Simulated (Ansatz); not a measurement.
# Ti2COS MXene bilayer (AA) in a perpendicular field, part 2 of 3

What dipole does a perpendicular field induce in the Ti2COS MXene bilayer (AA)? A positive field points along +c.

Ansatz 0.2.0; plane-wave DFT, LDA, Ansatz PAW.

So far. Step 2 (Relaxing the slab): The lattice constant a goes from 3.100 to 3.046 Å.

## (3) Atoms held, field 0

A sawtooth potential applies the field, turning back in the middle of the vacuum. With the dipole correction the typed value is the field outside the slab. The induced dipole is small, so the SCF threshold is tight.

The cell differs from the one that the last finished run ended in (c 58.002 → 30.566 Å).

Input file input.yaml:

```yaml
crystal:
  lattice:
    - [3.0459973537, 0.0, 0.0]
    - [-1.5229986768, 2.6379110882, 0.0]
    - [0.0, 0.0, 30.565961996]
  atoms:
    - { symbol: S, position: [0.3333333333, 0.6666666667, 0.2944451741] }
    - { symbol: Ti, position: [0.6666666667, 0.3333333333, 0.3464093916] }
    - { symbol: C, position: [0.0, 0.0, 0.3844974866] }
    - { symbol: Ti, position: [0.3333333333, 0.6666666667, 0.427482188] }
    - { symbol: O, position: [0.6666666667, 0.3333333333, 0.4549911647] }
    - { symbol: S, position: [0.3333333333, 0.6666666667, 0.5446904857] }
    - { symbol: Ti, position: [0.6666666667, 0.3333333333, 0.5965302998] }
    - { symbol: C, position: [0.0, 0.0, 0.6347841603] }
    - { symbol: Ti, position: [0.3333333333, 0.6666666667, 0.6775024159] }
    - { symbol: O, position: [0.6666666667, 0.3333333333, 0.7055548259] }
kpoints:
  mp_grid: { grid: [18, 18, 1] }
  band_path:
    path: [[0, 0, 0], [0.5, 0, 0], [0.33333333, 0.33333333, 0], [0, 0, 0]]
    npoints: 16
hamiltonian:
  xc: lda
scf:
  occupations: { method: fermi_dirac, width: 0.05 }
  convergence: { dr2_threshold: 1.0e-10 }
efield:
  axis: 3
  dipole_correction: true
  ramp_position: 0.97
  ramp_width: 0.06
  amplitude: 0
output:
  dos: { projected: true, e_range: [-6, 5] }
  bader: true
  write_potential: true
  write_density: true
  volumetric_format: npy
  elf: true
```

Started as:

```
$ ansatz run input.yaml --threads 4 --pin off --max-ram 6144MiB --backend cpu --events-out ev --progress --plain --runs-dir out
```

Numbers of over 12 decimals in the logs are rounded to 6 here.

What it wrote:

```text
[...]
Crystal: 10 atoms, lattice volume = 245.600 Å³
Basis set: ecut = 420 eV, 4747 PW (Γ)
Bands: 50, of which v1, the nominal top of the filled ones, is band 40 counted from 1 (39 counted from 0)
Symmetry: 6 space group operations
[...]
k-points: 37 of 324 (time reversal used)
[...]
SCF iter   1: F=—  HF=-13147.916668 eV  |F-HF|=—  |Δ(HF+E_count)|=         —  Δρ=1.11e-2  dr2=4.13e0  ethr=1.77e-3  p=0.053 e·Å  D=3.94e-2 V/Å  ΔV_dip=-1.20 eV  dr2_dipole=2.20e0  V_vac-E_F(+/−)=5.21/6.41 eV  ⟨swp⟩=6.9  Hψ=8259  notcnv=0  defer=12
efield: sawtooth ramp at fractional position 0.9700 (set: `efield.ramp_position`, or a place that a band, a saddle search or an elastic batch's reference lends), width 0.0600; the density the first Hamiltonian is built on has a dipole p = 0.053 e·Å; the dipole correction subtracts the counter field D = 3.94e-2 V/Å, which shifts the + side's vacuum level by -1.20 eV against the − side's; the planar-averaged density in the ramp window peaks in size at 1.9e-5 e/Å³
[...]
SCF iter   2: F=—  HF=-13148.003001 eV  |F-HF|=—  |Δ(HF+E_count)|=   8.63e-2  Δρ=1.94e-2  dr2=1.48e0  ethr=1.77e-3  p=0.011 e·Å  D=8.47e-3 V/Å  ΔV_dip=-0.26 eV  dr2_dipole=2.16e-2  V_vac-E_F(+/−)=5.95/6.21 eV  ⟨swp⟩=2.4  Hψ=3328  notcnv=0  defer=90
[...]
SCF iter  13: F=-13147.787480 eV  HF=-13147.787480 eV  |F-HF|=4.73e-11  |Δ(HF+E_count)|=  3.73e-10  Δρ=5.01e-8  dr2=1.28e-11  ethr=1.00e-12  p=0.016 e·Å  D=1.18e-2 V/Å  ΔV_dip=-0.36 eV  dr2_dipole=2.78e-12  V_vac-E_F(+/−)=5.78/6.14 eV  ⟨swp⟩=10.3  Hψ=5082  notcnv=0
SCF 1 converged in 13 iterations: F = -13147.787480 eV  dr2 = 1.28e-11
[...]
NSCF: frozen V_eff on 49 k-points
efield: sawtooth ramp at fractional position 0.9700 (kept from the solve that this one continues, or follows in the run), width 0.0600; the density the first Hamiltonian is built on has a dipole p = 0.016 e·Å; the dipole correction subtracts the counter field D = 1.18e-2 V/Å, which shifts the + side's vacuum level by -0.36 eV against the − side's; the planar-averaged density in the ramp window peaks in size at 6.5e-7 e/Å³
[...]
SCF converged after 13 iterations
Free energy (F): -13147.787480 eV
[...]
Internal energy: -13147.769259 eV  (E = F + TS)
E sigma→0 (E₀):  -13147.778369 eV
Entropy (-TS):   -0.018221 eV (-1.822 meV/atom)
Fermi energy:    2.643935 eV
Dipole field:    D = 0.011773 V/Å  (p = 0.015979 e·Å, saw-weighted, corrected)
Work function:   Φ+ = 5.7755 eV   Φ− = 6.1354 eV
Levels:          The Fermi level and band energies are counted from a zero that moves with the ramp; work functions are not
[...]
--- Band table (eV; the first three rows and the last of 37) ---
  k-point 0: bands = [... 36 lower, 3.2028, 3.2028, 3.2131, 3.2131, 3.6239, 3.6239, 3.6970, 3.6970, ... 6 higher]
  k-point 1: bands = [... 36 lower, 2.8328, 2.8797, 2.9557, 2.9916, 3.4721, 3.5180, 3.7969, 3.8537, ... 6 higher]
  k-point 2: bands = [... 36 lower, 2.1442, 2.2397, 2.6128, 2.6583, 3.2719, 3.3264, 3.9178, 3.9605, ... 6 higher]
  k-point 36: bands = [... 36 lower, -0.1302, 0.0904, 0.1924, 0.2915, 3.8442, 3.8650, 4.0214, 4.0985, ... 6 higher]
--- Bader charges: 10 sites ---
  site symbol  charge [e]  shift [e]
     0      S     -0.7031     0.0006
     1     Ti      1.5749     0.0008
     2      C     -1.6470     0.0007
     3     Ti      1.9052     0.0017
     4      O     -1.1225     0.0021
     5      S     -0.7092     0.0006
     6     Ti      1.5711     0.0008
     7      C     -1.6510     0.0007
     8     Ti      1.9033     0.0016
     9      O     -1.1215     0.0020
  estimated error of the sums over rays = 7.9e-4 e
```

Run time: 35 s. Hardware: 4 threads of Intel Xeon Platinum 8488C (Sapphire Rapids), shared host; peak memory 0.98 GiB.

In the SCF lines HF is the Harris–Foulkes energy and dr2 the Hartree energy of the density residual, in eV; the loop may stop once dr2 is under the threshold and the program's other checks hold. Hψ counts applications of the Hamiltonian.

This step gave:

```
energy at zero smearing        : -13147.7784 eV
work function, upper face      : 5.776 eV
work function, lower face      : 6.135 eV
dipole along the normal        : 0.01598 e·Å
step between the vacuum levels : -0.3599 eV
```

Running mean over a fixed 2.7 Å (it still follows the layers) of the planar mean; the ramp of the sawtooth is left out. Table of electron's electrostatic potential energy less the Fermi level by z:

```
z (Å)  electron's electrostatic potential energy less the Fermi level (eV)
    4                                                                 6.14
    5                                                                 6.13
    6                                                                 6.10
    7                                                                 5.29
    8                                                                0.506
    9                                                                -4.30
   10                                                                -8.44
   11                                                                -8.56
   12                                                                -9.36
   13                                                                -9.36
   14                                                                -5.06
   15                                                               -0.339
   16                                                                -1.42
   17                                                                -6.46
   18                                                                -8.59
   19                                                                -8.92
   20                                                                -9.64
   21                                                                -7.95
   22                                                                -2.76
   23                                                                 3.78
   24                                                                 5.72
   25                                                                 5.77
   26                                                                 5.78
   27                                                                 5.78
```

The density of states has structure finer than the step of the table below, so its rows give means over 0.2 eV, whole bins alone (the curve runs from -6 to 1.44 eV). Peaks (eV: height): -5.70: 19.1, -4.84: 25.9, -4.76: 19.2, -3.93: 13.5, -3.79: 13.5, -2.88: 15.5, -1.70: 14.6.

Density of states against energy, zero at the Fermi level; means over each step:

```csv
energy (eV),density of states (states/eV a cell)
-5.8,8.78
-5.6,3.06
-5.4,6.15
-5.2,9.08
-5.0,9.06
-4.8,14.0
-4.6,6.36
-4.4,4.72
-4.2,2.58
-4.0,8.09
-3.8,9.03
-3.6,2.75
-3.4,1.42
-3.2,3.95
-3.0,8.21
-2.8,10.8
-2.6,8.74
-2.4,7.37
-2.2,6.32
-2.0,6.54
-1.8,6.86
-1.6,5.57
-1.4,3.71
-1.2,3.36
-1.0,3.69
-0.8,3.37
-0.6,2.40
-0.4,1.32
-0.2,1.19
0.0,2.39
0.2,3.24
0.4,3.81
0.6,5.24
0.8,4.07
1.0,2.20
1.2,4.75
```

Projected DOS per atom over height of the atomic layer and energy from the Fermi level. Layers: S Ti C Ti O S Ti C Ti O from below.

Ten even steps from '0' (0.01 states/eV) to '9' (3.26 states/eV), each cell a mean:
```
0103001030
0002000020
0203002030
0101001010
0000001000
0000000000
2100021000
2000020000
3010020000
5120041200
2220032200
1231123311
3341234512
2220022100
1000010000
2231232312
2110010000
2000320015
2012921239
1112711125
0001210013
0003700126
```
Columns: height of the atomic layer (Å) from 9 to 21.6 (not evenly spaced); rows upwards: energy from the Fermi level (eV) from -5.96 to 1.42.

The electronic bands at the labelled points (eV, zero at the Fermi level):

| point | band 37 | band 38 | band 39 | band 40 | band 41 | band 42 | band 43 | band 44 |
| --- | --- | --- | --- | --- | --- | --- | --- | --- |
| Γ | 0.56 | 0.56 | 0.57 | 0.57 | 0.98 | 0.98 | 1.05 | 1.05 |
| halfway | -1.33 | -1.26 | -0.57 | -0.51 | 0.09 | 0.23 | 1.45 | 1.47 |
| M | -1.83 | -1.70 | -0.66 | -0.60 | -0.18 | -0.06 | 1.56 | 1.64 |
| halfway | -2.37 | -2.27 | -1.99 | -1.87 | 0.71 | 0.81 | 1.62 | 1.67 |
| K | -2.77 | -2.55 | -2.45 | -2.35 | 1.20 | 1.22 | 1.38 | 1.45 |
| halfway | -1.70 | -1.69 | -1.30 | -1.19 | 0.71 | 0.80 | 1.11 | 1.20 |
| Γ | 0.56 | 0.56 | 0.57 | 0.57 | 0.98 | 0.98 | 1.05 | 1.05 |

Electrostatic potential energy in the ca plane at fractional y = 0.333, with atoms of Ti and O within 0.2 Å of it. With pseudopotentials it is smooth inside the atoms' cores, unlike the true potential.

Ten even steps from '0' (-33 eV) to '9' (9 eV), each cell a mean:
```
99999999999999999998887423588887767999998886
99999999999999999999984000268888201699999873
99999999999999999999973000168887000499999872
99999999999999999999985100378888301799999874
99999999999999999998887534688877778999998887
99999999999999999987678877888765678999987678
99999999999999999986678888887754578999986678
99999999999999999987778777888765678999987778
```
Columns run along c (16.0 Å, from fractional 0.06 to 0.58 of the cell; values clipped at the 3rd and 97th percentile), rows up along a (3.0 Å). Atoms in or near the plane, at fractional coordinates: Ti at (0.35, 0.67), O at (0.45, 0.67).

Valence density in the ca plane at fractional y = 0.333, with atoms of Ti and O within 0.2 Å of it. It is the smooth field of the valence electrons, not physical close to the nuclei.

Ten steps, logarithmic in the rise over the least value, from '0' (0.00 × 1e0 e/Å³) to '9' (9.68 × 1e0 e/Å³), each cell a mean:
```
00000001223335653322234543101223335654322234
00000000112258985222247875200112258986222246
00000000112269996321247986210112259997321247
00000000122258985222246875200122248985222246
00000001233334553332234442101233334553332234
00000001334332233333333221001234332233333333
00000002344432223443443210012344432223443443
00000001234332233333333321001234332233333333
```
Columns run along c (16.0 Å, from fractional 0.18 to 0.70 of the cell), rows up along a (3.0 Å). Atoms in or near the plane, at fractional coordinates: Ti at (0.35, 0.67), O at (0.45, 0.67), Ti at (0.60, 0.67).

ELF in the ca plane at fractional y = 0.333, with atoms of Ti and O within 0.2 Å of it. It is the smooth field of the valence electrons, not physical close to the nuclei.

Ten even steps from '0' (0.00) to '9' (0.83), each cell a mean:
```
26897201466523542353126898620000000000000000
69899600122136565121159899841000000000000000
78579710011135136111278569852000000000000000
59899500123226664122159899841000000000000000
25787202467632432453115787520000000000000000
11221015899862125874211232100000000000000000
21000016999974247984221000000000000000000000
11232004789852125774111233100000000000000000
```
Columns run along c (16.0 Å, from fractional 0.43 to 0.95 of the cell), rows up along a (3.0 Å). Atoms in or near the plane, at fractional coordinates: O at (0.45, 0.67), Ti at (0.60, 0.67), O at (0.71, 0.67).

The work function of the upper face is 5.78 eV.

## (4) Atoms held, field 0.1 V/Å

input.yaml: that of step 3 with these lines changed.

```diff
@@ -31,6 +31,4 @@
   ramp_width: 0.06
-  amplitude: 0
+  amplitude: 0.1
 output:
-  dos: { projected: true, e_range: [-6, 5] }
-  bader: true
   write_potential: true
@@ -38,2 +36 @@
   volumetric_format: npy
-  elf: true
```

What it wrote:

```text
[...]
Crystal: 10 atoms, lattice volume = 245.600 Å³
Basis set: ecut = 420 eV, 4747 PW (Γ)
Bands: 50, of which v1, the nominal top of the filled ones, is band 40 counted from 1 (39 counted from 0)
Symmetry: 6 space group operations
[...]
k-points: 37 of 324 (time reversal used)
[...]
k-point 0: bands = [... 36 lower, 3.1913, 3.1913, 3.2013, 3.2013, 3.6135, 3.6135, 3.6792, 3.6792, ... 6 higher]
  k-point 1: bands = [... 36 lower, 2.8219, 2.8642, 2.9450, 2.9766, 3.4625, 3.5031, 3.7868, 3.8383, ... 6 higher]
  k-point 2: bands = [... 36 lower, 2.1310, 2.2221, 2.6017, 2.6418, 3.2611, 3.3134, 3.9071, 3.9472, ... 6 higher]
  k-point 36: bands = [... 36 lower, -0.1389, 0.0789, 0.1797, 0.2656, 3.8290, 3.8566, 4.0111, 4.0905, ... 6 higher]
[key lines of the parts left out:]
SCF converged after 16 iterations
Free energy (F): -13147.792208 eV
Fermi energy:    2.631653 eV
Dipole field:    D = 0.057896 V/Å  (p = 0.078580 e·Å, saw-weighted, corrected)
```

Wall time 18 s (4 threads); peak memory 0.9 GiB.

The dipole is 0.0786 e·Å, 0.0626 e·Å from its value without field.

## (5) Single point, field -0.1 V/Å

input.yaml: that of step 4 with these lines changed.

```diff
@@ -31,3 +31,3 @@
   ramp_width: 0.06
-  amplitude: 0.1
+  amplitude: -0.1
 output:
```

What it wrote:

```text
[...]
Crystal: 10 atoms, lattice volume = 245.600 Å³
Basis set: ecut = 420 eV, 4747 PW (Γ)
Bands: 50, of which v1, the nominal top of the filled ones, is band 40 counted from 1 (39 counted from 0)
Symmetry: 6 space group operations
[...]
k-points: 37 of 324 (time reversal used)
[...]
k-point 0: bands = [... 36 lower, 3.2123, 3.2123, 3.2260, 3.2260, 3.6338, 3.6338, 3.7144, 3.7144, ... 6 higher]
  k-point 1: bands = [... 36 lower, 2.8430, 2.8949, 2.9656, 3.0064, 3.4810, 3.5329, 3.8063, 3.8690, ... 6 higher]
  k-point 2: bands = [... 36 lower, 2.1567, 2.2572, 2.6233, 2.6746, 3.2817, 3.3394, 3.9276, 3.9740, ... 6 higher]
  k-point 36: bands = [... 36 lower, -0.1222, 0.1018, 0.2045, 0.3171, 3.8590, 3.8730, 4.0308, 4.1068, ... 6 higher]
[key lines of the parts left out:]
SCF converged after 16 iterations
Free energy (F): -13147.789012 eV
Fermi energy:    2.655738 eV
Dipole field:    D = -0.034347 V/Å  (p = -0.046618 e·Å, saw-weighted, corrected)
```

It took 18 s on 4 threads; peak memory 0.92 GiB.

The dipole is -0.0466 e·Å, -0.0626 e·Å from its value without field.

## (6) Single point, field 0.5 V/Å

input.yaml: that of step 5 with these lines changed.

```diff
@@ -31,3 +31,3 @@
   ramp_width: 0.06
-  amplitude: -0.1
+  amplitude: 0.5
 output:
```

What it wrote:

```text
[...]
Crystal: 10 atoms, lattice volume = 245.600 Å³
Basis set: ecut = 420 eV, 4747 PW (Γ)
Bands: 50, of which v1, the nominal top of the filled ones, is band 40 counted from 1 (39 counted from 0)
Symmetry: 6 space group operations
[...]
k-points: 37 of 324 (time reversal used)
[...]
k-point 0: bands = [... 36 lower, 3.1310, 3.1310, 3.1600, 3.1600, 3.5657, 3.5657, 3.6059, 3.6059, ... 6 higher]
  k-point 1: bands = [... 36 lower, 2.7693, 2.8028, 2.8919, 2.9184, 3.4131, 3.4459, 3.7371, 3.7775, ... 6 higher]
  k-point 2: bands = [... 36 lower, 2.0700, 2.1512, 2.5494, 2.5751, 3.2084, 3.2627, 3.8531, 3.8964, ... 6 higher]
  k-point 36: bands = [... 36 lower, -0.1798, 0.0319, 0.1198, 0.1627, 3.7635, 3.8190, 3.9611, 4.0586, ... 6 higher]
[key lines of the parts left out:]
SCF converged after 15 iterations
Free energy (F): -13147.873751 eV
Fermi energy:    2.577726 eV
Dipole field:    D = 0.242543 V/Å  (p = 0.329196 e·Å, saw-weighted, corrected)
```

Wall time 19 s (4 threads); peak memory 0.92 GiB.

The dipole is 0.329 e·Å, 0.313 e·Å from its value without field.

## (7) Single point, field -0.3 V/Å

input.yaml: that of step 6 with these lines changed.

```diff
@@ -31,4 +31,6 @@
   ramp_width: 0.06
-  amplitude: 0.5
+  amplitude: -0.3
 output:
+  dos: { projected: true, e_range: [-6, 5] }
+  bader: true
   write_potential: true
@@ -36 +38,2 @@
   volumetric_format: npy
+  elf: true
```

What it wrote:

```text
[...]
Crystal: 10 atoms, lattice volume = 245.600 Å³
Basis set: ecut = 420 eV, 4747 PW (Γ)
Bands: 50, of which v1, the nominal top of the filled ones, is band 40 counted from 1 (39 counted from 0)
Symmetry: 6 space group operations
[...]
k-points: 37 of 324 (time reversal used)
[...]
--- Bader charges: 10 sites ---
  site symbol  charge [e]  shift [e]
     0      S     -0.6908     0.0006
     1     Ti      1.5753     0.0008
     2      C     -1.6466     0.0007
     3     Ti      1.9052     0.0017
     4      O     -1.1225     0.0021
     5      S     -0.7091     0.0006
     6     Ti      1.5704     0.0008
     7      C     -1.6514     0.0007
     8     Ti      1.9007     0.0016
     9      O     -1.1311     0.0020
  estimated error of the sums over rays = 7.6e-4 e
[key lines of the parts left out:]
SCF converged after 16 iterations
Free energy (F): -13147.810852 eV
Fermi energy:    2.677911 eV
Dipole field:    D = -0.126567 V/Å  (p = -0.171786 e·Å, saw-weighted, corrected)
```

Run time: 38 s. Hardware: 4 threads; peak memory 0.96 GiB; 2.5 min of CPU time.

The dipole is -0.172 e·Å, -0.188 e·Å from its value without field.

## (8) Response, atoms held

This step: plane-wave DFT, LDA, Ansatz PAW; response to a field along the normal, atoms held (Ansatz 0.2.0).

The dipoles give the slope, and the difference of two potentials shows where the field is screened.

This step gave:

| Item | Value |
| --- | --- |
| equivalent conductor thickness p/(ε₀AE) | 14.10 Å |
| distance between the outer atoms | 12.57 Å |

The dipole of the cell by applied field:

```
applied field (V/Å)  dipole of the cell (e·Å)
             -0.300                    -0.172
             -0.100                   -0.0466
              0.000                    0.0160
              0.100                    0.0786
              0.500                     0.329
```

Local field over the applied field, running mean. From the potentials at -0.1 and 0.1 V/Å; running mean over 2.5 Å. Local field over applied field against z:

z (Å), local field over applied field and a bar:
```
        5      0.997 ##############################
        6      0.973 #############################
        7      0.820 #########################
        8      0.485 ###############
        9      0.151 ####
       10      0.028 #
       11      0.018 #
       12      0.014 
       13      0.005 
       14      0.007 
       15      0.007 
       16      0.002 
       17      0.001 
       18      0.004 
       19      0.010 
       20      0.034 #
       21      0.148 ####
       22      0.448 #############
       23      0.785 ########################
       24      0.968 #############################
       25      0.997 ##############################
       26      1.000 ##############################
```

Electrons, planar mean, per unit field. Induced electron density against z:

```
z (Å)  induced electron density (e/Å³ per V/Å)
    5                                   1.0e-5
    6                                   1.2e-4
    7                                  0.00104
    8                                  0.00366
    9                                   9.6e-4
   10                                  -5.4e-4
   11                                   4.1e-5
   12                                   1.7e-4
   13                                  -3.3e-5
   14                                  -4.4e-5
   15                                   9.6e-6
   16                                   6.7e-5
   17                                   2.3e-5
   18                                  -5.2e-5
   19                                  -3.4e-5
   20                                  -4.8e-4
   21                                  -4.8e-4
   22                                 -0.00321
   23                                 -0.00135
   24                                  -1.2e-4
   25                                  -8.5e-6
   26                                  -5.4e-7
```

By hand: between -0.1 and 0.1 V/Å the dipole changes by 0.1252 e·Å, a slope of 0.6260 e·Å²/V. A perfect conductor of thickness t has p = ε₀AEt, so t = 180.95 × 0.6260 / 8.035 = 14.10 Å (e/ε₀ = 180.95 V·Å, A in Å²).

The induced dipole is that of a conductor 14.10 Å thick.

(Part 2 of 3 ends here.)

[Logs are printed without paths, hosts, clocks, repeated set-up lines and the standing remarks that a program may print on its own settings, such as how far it seeks lower states.]

[Hosts, paths, dates, database ids (printed as entryN), source tags and the programs' standing remarks are cut or masked in the printed files.]

[Maps of the electrostatic potential energy from Ansatz leave out the sawtooth potential of an applied field or a dipole correction, so their vacuum need not be flat; planar profiles and work functions include it.]

[The density of states shown here was stored with 400 of the rows of the run's finer table, so its peaks can read low, often by over a quarter, or be missed, and its means over a window can be off by a tenth or more.]
